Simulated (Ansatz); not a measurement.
Crystal: FeO (Wuestite).

```xyz
2
Lattice="0.0000 2.1554 2.1554 2.1554 0.0000 2.1554 2.1554 2.1554 0.0000" Properties=species:S:1:pos:R:3 pbc="T T T"
Fe    0.0000    0.0000    0.0000
O     2.1554    2.1554    2.1554
```

Program: Ansatz 0.2.0. Alike in all runs: potentials or basis all-electron LAPW, scalar-relativistic; spin collinear, ferromagnetic start; cell as given; k mesh 11 × 11 × 11; cutoff (eV) 349; basis error allowed 0.001 eV/atom.

Order these runs on this cell by their pressure, lowest first.
A. level revPBE; smearing fermi-dirac 0.05 eV
B. level BLYP; smearing fermi-dirac 0.05 eV
C. level PBE; smearing gaussian 0.018 eV
D. level LDA; smearing fermi-dirac 0.05 eV

D (-15.6 GPa), C (-0.4 GPa), A (3.7 GPa), B (6.7 GPa).

Caveats: a cell with one magnetic atom can't hold antiferromagnetic order, which such compounds often take; so large a pressure means that the cell lies far from this level's equilibrium, or that cutoff or potentials fall short (some runs).
